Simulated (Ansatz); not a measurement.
# Cu (Fm-3m) in Ansatz: a series of runs

Aim: see how the results for Cu move with the level of theory and the settings. Levels: r2SCANh, HSE06, r2SCAN50, HF. Tasks: single point, relaxation of cell and atoms.

Everything below comes from runs of Ansatz 0.2.0. Logs are shortened: lines on timing, memory, paths and dates and some standing lists are left out, and cuts for length are marked.

## 1. Starting point

It takes space group Fm-3m (No. 225, cubic). Conventional cell: a = 3.615 Å, b = 3.615 Å, c = 3.615 Å, α = 90.00°, β = 90.00°, γ = 90.00°. Cu (site symmetry m-3m) is surrounded by 12 Cu at 2.56 Å.

## 2. Single point, r2SCANh

Contents of input.yaml:

```yaml
crystal:
  lattice:
    - [0.0, 1.8075, 1.8075]
    - [1.8075, 0.0, 1.8075]
    - [1.8075, 1.8075, 0.0]
  atoms:
    - { symbol: Cu, position: [0.0, 0.0, 0.0] }
hamiltonian:
  xc: r2scanh
  pseudopotentials: { kind: paw }
kpoints:
  mp_grid: { grid: [7, 7, 7] }
scf:
  occupations: { method: fermi_dirac, width: 0.05 }
output:
  forces: true
  stress: true
  eigenvalues: true
```

Potentials or basis: Ansatz PAW.

Command:

```
> ansatz run input.yaml --threads 2 --pin off --max-ram 5632MiB --backend cpu --events-out ev --progress --plain --runs-dir out
```

The program printed:

```text
Warning: output.stress: scf.convergence.dr2_threshold = 1e-7 eV (the SCF's general default) is looser than the 1e-10 eV advised for a printed stress (1e-10 eV for each atom of the cell: 1). What an SCF threshold leaves in a stress goes as its square root, and in the free energy as the threshold itself, and one threshold admits the most on a small cell: of the crystals measured, under no hybrid functional and no lock of the moments, on runs that ended without the residual-converged pass, on stresses that held no estimate of that error, the worst erred by over 100 MPa in a component at 1e-7 eV an atom and by under 5 at 1e-10. Set scf.convergence.dr2_threshold to 1e-10 eV or tighter. The threshold is an SCF's pass mark: one that does not reach it within its budget of iterations ends unconverged, or closes short of it on a stop that the run arms, and scf.convergence.dr2_threshold's page says what that costs each kind of run
Warning: output.stress: scf.exx.energy_threshold = 1e-6 eV is looser than the 1e-8 eV advised for a stress under a hybrid functional (1e-8 eV for each atom of the cell: 1). Every SCF of the exchange loop can meet its threshold on dr2 while the loop round them stops early: no threshold on dr2 bounds what that leaves in the stress. Set scf.exx.energy_threshold to 1e-8 eV or tighter. The threshold is the loop's pass mark: a loop that does not reach it within its budget of cycles ends unconverged, and scf.exx.energy_threshold's page has the law
Warning: RAYON_NUM_THREADS=2 ignored (pool sized by the plan → 2); use --threads N
Engine: ansatz 0.2.0, aarch64-unknown-linux-gnu
Pseudopotentials: kind: paw
Pseudopotential: Cu, paw, valence charge 19, recommended cutoff 500 eV (meta_gga), Cu.paw.azcp
Functional definition: r2SCANh
  parameter a = 0.1
  parameter k0 = 0.174
  parameter k1 = 0.065
  parameter a1 = 4.9479
  exchange = (1 - a)*r2scan_x(k0 = k0, k1 = k1, a1 = a1) + a*exact_x
  correlation = r2scan_c
Crystal: 1 atoms, lattice volume = 11.810 Å³
Basis set: ecut = 500 eV, 307 PW (Γ), exchange–correlation on 80×80×80 points (64 copies of the dense FFT grid, shifted against one another)
Bands: 14, of which v1, the nominal top of the filled ones, is band 10 counted from 1 (9 counted from 0)
Symmetry: 48 space group operations
Space group: Fm-3m (ITA 225), of the structure as read, at distance tolerance 2.3e-5 Å
k-points: 20 of 343
Non-local potential: Cu, projectors of the file, l = 0: 3, l = 1: 2, l = 2: 3, l = 3: 1
PAW form: soft (Blöchl's): semilocal exchange-correlation on the pseudo side does not see the compensation charge
PAW frozen core: Cu, regenerated for the run's functional, and the local potential with it (the file was generated under x = pbe(κ = 0.804, μ = 0.2195149727645171), c = pbe(β = 0.06672455060314922))
PAW one-centre angular grid: Cu, 590 points (default); XC on 160 Gauss nodes
Initial density: superposition of atomic densities (neutral atoms: chi_scale 0, normalization atom), corrected by the library's trained network
Initial wavefunctions: pseudopotential atomic-orbital guess
Functional: x = r2scan, c = r2scan; τ floored in thin density (d = 2e-4 eV/Å³), warm-up for x = 0.9 r2scan + 0.1 exact, c = r2scan; τ floored in thin density (d = 2e-4 eV/Å³)
SCF iter   1: F=—  HF=-6631.294566 eV  |F-HF|=—  |Δ(HF+E_count)|=         —  Δρ=4.17e-2  dr2=1.14e-1  dr2_τ=8.59e-4  ethr=1.77e-3  ⟨swp⟩=7.0  Hψ=1271  notcnv=0
preconditioner: auto → none  [insulator: Δε(μ)=0.943 eV  Ē_g=17.959 eV  σ=0.050 eV  W_gap=0.59  n_scr=0 (ndim 8)  ℏωp=35.8 eV  f_vac=0.000  D(μ)=0.17/eV (n_scr^D=0)]
SCF iter   2: F=—  HF=-6631.308136 eV  |F-HF|=—  |Δ(HF+E_count)|=   1.36e-2  Δρ=4.13e-2  dr2=1.08e-1  dr2_τ=1.22e-3  ethr=5.99e-4  ⟨swp⟩=3.8  Hψ=781  notcnv=0
iter 3 solved again at ethr=4.50e-6 eV; its pass at ethr=5.71e-4 eV (dr2=8.54e-4 eV) is discarded
SCF iter   3: F=—  HF=-6631.274366 eV  |F-HF|=—  |Δ(HF+E_count)|=   3.38e-2  Δρ=4.07e-3  dr2=1.19e-3  dr2_τ=6.23e-6  ethr=4.50e-6  ⟨swp⟩=3.6  Hψ=1218  notcnv=0
[... 27 lines left out ...]
SCF iter   2: F=—  HF=-6630.362284 eV  |F-HF|=—  |Δ(HF+E_count)|=   1.99e-7  Δρ=9.32e-6  dr2=8.03e-7  dr2_τ=2.00e-10  ethr=3.91e-9  ⟨swp⟩=3.0  Hψ=557  notcnv=0
SCF iter   3: F=—  HF=-6630.362336 eV  |F-HF|=—  |Δ(HF+E_count)|=   5.27e-5  Δρ=3.09e-5  dr2=6.23e-8  dr2_τ=3.32e-10  ethr=1.17e-11  ⟨swp⟩=4.5  Hψ=961  notcnv=0
SCF iter   4: F=-6630.362336 eV  HF=-6630.362336 eV  |F-HF|=8.33e-10  |Δ(HF+E_count)|=   1.58e-9  Δρ=3.12e-6  dr2=2.56e-9  dr2_τ=6.94e-11  ethr=1.17e-11  ⟨swp⟩=4.0  Hψ=772  notcnv=0
SCF 3 converged in 4 iterations: F = -6630.362336 eV  dr2 = 2.56e-9
  Residual-converged pass: ⟨swp⟩=2.0  Hψ=350  notcnv=0  max |occ|·‖R‖ = 2.4e-6 eV (tolerance 2.4e-6 eV)  dr2=2.56e-9  dr2_τ=6.94e-11  dr2_onsite=6.68e-9  max |Δocc| = 2.4e-16
hybrid outer 2: dexx = +8.344e-8 eV, tail = 1.91e-8 eV, Δε = 2.02e-3 eV (about 1.76e-4 eV left of the loop's levels)
hybrid SCF converged: 2 outer / 11 inner (+9 warm-up), last move |dexx| = 8.34e-8 eV, tail = 1.91e-8 eV
Stability not checked: this state was not tested for a lower state beside it, because the functional holds exact exchange (a hybrid, or Hartree-Fock), whose exchange loop this test does not read (fock_operator; see scf.lower_state_search)
Free energy (F): -6630.362337 eV
Frozen-core exchange: fock
Harris-Foulkes:  -6630.362337 eV  (|F-HF|=8.33e-10)
Internal energy: -6630.361144 eV  (E = F + TS)
E sigma→0 (E₀):  -6630.361740 eV
Entropy (-TS):   -0.001193 eV (-1.193 meV/atom)
Fermi energy:    16.769721 eV
--- Per-component energies (eV) ---
  E_band       = -408.624541
  E_kinetic    = 300.215135
  E_local      = -4071.192241  (includes V_loc(G=0)·N_el)
  E_nonlocal   = 400.271232
  E_hartree    = 1802.179156
  E_xc         = -75.928784
  E_vxc        = -112.423156  (∫ρ·V_xc dr)
  E_exx        = -46.676299  (= α·E_x^exact, valence–valence)
  E_paw        = -1642.418457  (= ΣΔE_a)
  E_vpaw       = -444.383341  (= ΣTr[D̂ρ^β])
  E_aug_tail   = 0.000138  (compensation charges beyond the density's cutoff)
  E_vtau       = 7.879831  (kinetic-family band-sum trace: ∫τ·v_τ [+ j·A + Jᵃ·Aᵃ] dr)
  E_ewald      = -3296.453696
  E_core_change = -0.357327  (= ΣΔE_core)
  E_smearing   = -0.001193  (= −TS)
  E_closure    = -0.000000  (closes the sum)
  Σ components = -6630.362337   (vs F -6630.362337, Δ=0.00e0)
--- Forces (eV/Å), atoms counted from 1 ---
  atom   1  Cu    -0.00000000    -0.00000000     0.00000000
  max |Σ_I F_I| component: 1.97e-31 eV/Å
--- Stress (GPa, compression-positive) ---
       -4.136451      -0.000000       0.000000
       -0.000000      -4.136451       0.000000
        0.000000       0.000000      -4.136451
  P = ⅓ Tr σ = -4.1365 GPa (-41.365 kbar)
--- Band table (eV; the first three rows and the last of 20) ---
  k-point 0: bands = ["-102.0005", "-57.3116", "-57.3116", "-57.3116", "6.2290", "12.6520", "12.6520", "12.6520", "13.4683", "13.4683", "40.3480", "43.3530", "43.3530", "43.3530"]
  k-point 1: bands = ["-101.9977", "-57.3333", "-57.3150", "-57.3150", "7.0286", "12.5112", "12.7732", "12.7732", "13.4425", "13.4425", "35.6654", "41.0033", "41.9038", "41.9038"]
  k-point 2: bands = ["-101.9914", "-57.3833", "-57.3230", "-57.3230", "9.0967", "12.4941", "12.7700", "12.7700", "13.6886", "13.6886", "28.2450", "39.9831", "40.6342", "40.6342"]
  k-point 19: bands = ["-101.9810", "-57.3957", "-57.3885", "-57.3529", "11.4980", "11.8327", "12.4270", "13.4722", "14.2032", "22.1840", "22.7139", "25.7120", "29.2609", "42.3016"]
```

Run time: 8.8 s. Hardware: 2 threads of Arm Neoverse V2, shared host; peak memory 0.7 GiB.

What came out:

```yaml
Free_energy: -6630.3623 eV
Pressure: -4.1 GPa
Band_gap_on_the_k_mesh: none (metal or under the smearing width)
```

Caveat: the k mesh is coarse (spacing up to 0.43 Å⁻¹), so the values aren't converged, least of all with exact exchange; the PAW data sets come from PBE, with cores solved anew for the run's functional, which leaves a small shift of forces and pressure; the thresholds are loose for stress.

## 3. Relaxation of cell and atoms, HSE06

Changes to input.yaml since step 2:

```diff
@@ -8,3 +8,3 @@
 hamiltonian:
-  xc: r2scanh
+  xc: hse06
   pseudopotentials: { kind: paw }
@@ -17,2 +17,5 @@
   stress: true
-  eigenvalues: true
+relax:
+  f_tol: 0.01
+  max_steps: 40
+  cell: { stress_tol: 0.05 }
```

Potentials or basis: Ansatz PAW.

Command:

```
> ansatz run input.yaml --threads 2 --pin off --max-ram 5632MiB --backend cpu --events-out ev --progress --plain --runs-dir out
```

Wall time 23 s (2 threads of Arm Neoverse V2, shared host); peak memory 0.62 GiB.

The run converged. Its results:

```
Free energy                            : -6624.2238 eV
Relaxed volume                         : 11.95 Å³/atom
Relaxed cell                           : a = 2.566 Å, b = 2.566 Å, c = 2.566 Å, α = 60.00°, β = 60.00°, γ = 60.00°
Space group after relaxing (to 0.05 Å) : Fm-3m (No. 225)
Energy gained by relaxing              : 0.6 meV/atom
Ionic steps                            : 4
Pressure after relaxing                : 0.0 GPa
Band gap on the k mesh                 : none (metal or under the smearing width)
```

The path:
```
step  energy change (eV)  largest force (eV/Å)  volume (Å³)
   1              0.0000                0.0000        11.81
   2             -0.0003                0.0000        11.87
   3             -0.0004                0.0000        11.95
   4             -0.0006                0.0000        11.95
```

Final structure:
```
Cu
1.0
     0.00000    1.81470    1.81470
     1.81470    0.00000    1.81470
     1.81470    1.81470    0.00000
Cu
1
Direct
  0.00000 0.00000 0.00000
```

Levels at points of the mesh, in eV from the Fermi level:
| k point | band 8 | band 9 | band 10 | band 11 | band 12 |
| --- | --- | --- | --- | --- | --- |
| (0.00, 0.00, 0.00) | -4.78 | -3.98 | -3.98 | 23.26 | 26.13 |

Caveat: the k mesh is coarse (spacing up to 0.43 Å⁻¹), so the values aren't converged, least of all with exact exchange; the plane-wave basis is chosen anew once the cell has moved, so the energies of steps on either side of that aren't comparable; the pressure holds a Pulay correction of +0.4 GPa for the finite cutoff; the PAW data sets come from PBE, with cores solved anew for the run's functional, which leaves a small shift of forces and pressure. Zero-point motion and thermal expansion aren't in these numbers.

## 4. Single point, r2SCAN50

Changes to input.yaml since step 3:

```diff
@@ -8,3 +8,3 @@
 hamiltonian:
-  xc: hse06
+  xc: r2scan50
   pseudopotentials: { kind: paw }
@@ -17,5 +17,2 @@
   stress: true
-relax:
-  f_tol: 0.01
-  max_steps: 40
-  cell: { stress_tol: 0.05 }
+  eigenvalues: true
```

Potentials or basis: Ansatz PAW.

Command:

```
> ansatz run input.yaml --threads 2 --pin off --max-ram 5632MiB --backend cpu --events-out ev --progress --plain --runs-dir out
```

The program printed:

```text
Warning: output.stress: scf.convergence.dr2_threshold = 1e-7 eV (the SCF's general default) is looser than the 1e-10 eV advised for a printed stress (1e-10 eV for each atom of the cell: 1). What an SCF threshold leaves in a stress goes as its square root, and in the free energy as the threshold itself, and one threshold admits the most on a small cell: of the crystals measured, under no hybrid functional and no lock of the moments, on runs that ended without the residual-converged pass, on stresses that held no estimate of that error, the worst erred by over 100 MPa in a component at 1e-7 eV an atom and by under 5 at 1e-10. Set scf.convergence.dr2_threshold to 1e-10 eV or tighter. The threshold is an SCF's pass mark: one that does not reach it within its budget of iterations ends unconverged, or closes short of it on a stop that the run arms, and scf.convergence.dr2_threshold's page says what that costs each kind of run
Warning: output.stress: scf.exx.energy_threshold = 1e-6 eV is looser than the 1e-8 eV advised for a stress under a hybrid functional (1e-8 eV for each atom of the cell: 1). Every SCF of the exchange loop can meet its threshold on dr2 while the loop round them stops early: no threshold on dr2 bounds what that leaves in the stress. Set scf.exx.energy_threshold to 1e-8 eV or tighter. The threshold is the loop's pass mark: a loop that does not reach it within its budget of cycles ends unconverged, and scf.exx.energy_threshold's page has the law
Warning: RAYON_NUM_THREADS=2 ignored (pool sized by the plan → 2); use --threads N
[... 3 set-up lines as earlier in the session ...]
Functional definition: r2SCAN50
  parameter a = 0.5
[... 5 set-up lines as earlier in the session ...]
Crystal: 1 atoms, lattice volume = 11.810 Å³
Basis set: ecut = 500 eV, 307 PW (Γ), exchange–correlation on 80×80×80 points (64 copies of the dense FFT grid, shifted against one another)
Bands: 14, of which v1, the nominal top of the filled ones, is band 10 counted from 1 (9 counted from 0)
[... 2 set-up lines as earlier in the session ...]
k-points: 20 of 343
[... 6 set-up lines as earlier in the session ...]
Functional: x = r2scan, c = r2scan; τ floored in thin density (d = 2e-4 eV/Å³), warm-up for x = 0.5 r2scan + 0.5 exact, c = r2scan; τ floored in thin density (d = 2e-4 eV/Å³)
SCF iter   1: F=—  HF=-6631.294164 eV  |F-HF|=—  |Δ(HF+E_count)|=         —  Δρ=4.07e-2  dr2=1.09e-1  dr2_τ=8.20e-4  ethr=1.77e-3  ⟨swp⟩=7.0  Hψ=1272  notcnv=0
preconditioner: auto → none  [insulator: Δε(μ)=0.939 eV  Ē_g=17.956 eV  σ=0.050 eV  W_gap=0.59  n_scr=0 (ndim 8)  ℏωp=35.8 eV  f_vac=0.000  D(μ)=0.17/eV (n_scr^D=0)]
[... 71 lines left out ...]
hybrid outer 5: dexx = +3.670e-9 eV, tail = 5.40e-9 eV, Δε = 3.02e-4 eV (about 1.03e-4 eV left of the loop's levels), ΔF = 1.11e-30 eV/Å (tail inf)
hybrid SCF converged: 5 outer / 32 inner (+10 warm-up), last move |dexx| = 3.67e-9 eV, tail = 5.40e-9 eV
Stability not checked: this state was not tested for a lower state beside it, because the functional holds exact exchange (a hybrid, or Hartree-Fock), whose exchange loop this test does not read (fock_operator; see scf.lower_state_search)
Free energy (F): -6627.032946 eV
Frozen-core exchange: fock
Harris-Foulkes:  -6627.032946 eV  (|F-HF|=3.64e-11)
Internal energy: -6627.031757 eV  (E = F + TS)
E sigma→0 (E₀):  -6627.032352 eV
Entropy (-TS):   -0.001189 eV (-1.189 meV/atom)
Fermi energy:    16.927089 eV
--- Per-component energies (eV) ---
  E_band       = -502.393642
  E_kinetic    = 301.880037
  E_local      = -4105.737704  (includes V_loc(G=0)·N_el)
  E_nonlocal   = 416.478412
  E_hartree    = 1832.418062
  E_xc         = -45.674724
  E_vxc        = -65.358650  (∫ρ·V_xc dr)
  E_exx        = -235.037954  (= α·E_x^exact, valence–valence)
  E_paw        = -1494.336329  (= ΣΔE_a)
  E_vpaw       = -248.090752  (= ΣTr[D̂ρ^β])
  E_aug_tail   = 0.000139  (compensation charges beyond the density's cutoff)
  E_vtau       = 3.676289  (kinetic-family band-sum trace: ∫τ·v_τ [+ j·A + Jᵃ·Aᵃ] dr)
  E_ewald      = -3296.453696
  E_core_change = -0.568006  (= ΣΔE_core)
  E_smearing   = -0.001189  (= −TS)
  E_closure    = 0.000005  (closes the sum)
  Σ components = -6627.032946   (vs F -6627.032946, Δ=9.09e-13)
--- Forces (eV/Å), atoms counted from 1 ---
  atom   1  Cu     0.00000000    -0.00000000    -0.00000000
  max |Σ_I F_I| component: 1.12e-30 eV/Å
--- Stress (GPa, compression-positive) ---
        1.038011      -0.000000      -0.000000
       -0.000000       1.038011       0.000000
       -0.000000       0.000000       1.038011
  P = ⅓ Tr σ = 1.0380 GPa (10.380 kbar)
--- Band table (eV; the first three rows and the last of 20) ---
  k-point 0: bands = ["-110.6932", "-64.2196", "-64.2196", "-64.2196", "3.8752", "9.1866", "9.1866", "9.1866", "10.0079", "10.0079", "42.0077", "45.5499", "45.5499", "45.5499"]
  k-point 1: bands = ["-110.6894", "-64.2451", "-64.2240", "-64.2240", "4.8322", "9.0712", "9.3227", "9.3227", "9.9947", "9.9947", "37.8068", "42.7703", "44.2715", "44.2715"]
  k-point 2: bands = ["-110.6817", "-64.3068", "-64.2351", "-64.2351", "6.8526", "9.2939", "9.2939", "9.5931", "10.3305", "10.3305", "30.2210", "41.6235", "43.0826", "43.0826"]
  k-point 19: bands = ["-110.6685", "-64.3255", "-64.3167", "-64.2739", "8.0251", "8.4827", "9.1423", "10.0916", "10.9967", "23.5910", "24.2052", "27.5564", "31.3276", "44.5341"]
```

Wall time 12 s (2 threads of Arm Neoverse V2, shared host); peak memory 0.7 GiB.

Results:

```
Free energy            : -6627.0329 eV
Pressure               : 1.0 GPa
Band gap on the k mesh : none (metal or under the smearing width)
```

Caveat: the k mesh is coarse (spacing up to 0.43 Å⁻¹), so the values aren't converged, least of all with exact exchange; the pressure holds a Pulay correction of +0.5 GPa for the finite cutoff; the PAW data sets come from PBE, with cores solved anew for the run's functional, which leaves a small shift of forces and pressure; the thresholds are loose for stress.

## 5. Single point, HF

Changes to input.yaml since step 4:

```diff
@@ -8,3 +8,3 @@
 hamiltonian:
-  xc: r2scan50
+  xc: hf
   pseudopotentials: { kind: paw }
```

Command:

```
> ansatz run input.yaml --threads 2 --pin off --max-ram 5632MiB --backend cpu --events-out ev --progress --plain --runs-dir out
```

Run time: 10 s. Hardware: 2 threads of Arm Neoverse V2, shared host; peak memory 0.59 GiB.

It converged, with:

| Quantity | Value |
| --- | --- |
| Free energy | -6584.7453 eV |
| Pressure | 24.0 GPa |
| Band gap on the k mesh | none (metal or under the smearing width) |

Levels at points of the mesh, in eV from the Fermi level:
```tsv
k point	band 6	band 7	band 8	band 9	band 10	band 11	band 12	band 13	band 14
(0.00, 0.00, 0.00)	-12.93	-12.93	-12.93	-12.08	-12.08	27.26	31.03	31.03	31.03
```

Caveat: the k mesh is coarse (spacing up to 0.43 Å⁻¹), so the values aren't converged, least of all with exact exchange; so large a pressure means that the cell lies far from this level's equilibrium, or that cutoff or potentials fall short; the pressure holds a Pulay correction of +2.3 GPa for the finite cutoff; the PAW data sets come from PBE, with cores solved anew for the run's functional, which leaves a small shift of forces and pressure; the thresholds are loose for stress.

## 6. Overview

```tsv
task	level	cell	cutoff (eV)	gap on the mesh (eV)	pressure (GPa)
single point	r2SCANh	as given	500	none	-4.1
relaxation of cell and atoms	HSE06	relaxed	420	none	0.0
single point	r2SCAN50	as given	500	none	1.0
single point	HF	as given	420	none	24.0
```

Alike in all rows: potentials or basis Ansatz PAW; no spin polarisation; k mesh 7 × 7 × 7; smearing fermi-dirac 0.05 eV; the mesh is coarse, so values aren't converged.

Caveats: all runs use coarse meshes; the PAW data sets come from PBE, with cores solved anew for the run's functional, which leaves a small shift of forces and pressure; the thresholds are loose for stress (some runs); the plane-wave basis is chosen anew once the cell has moved, so the energies of steps on either side of that aren't comparable (some runs); so large a pressure means that the cell lies far from this level's equilibrium, or that cutoff or potentials fall short (some runs).

Absolute energies hang on the potentials; compare differences alone.
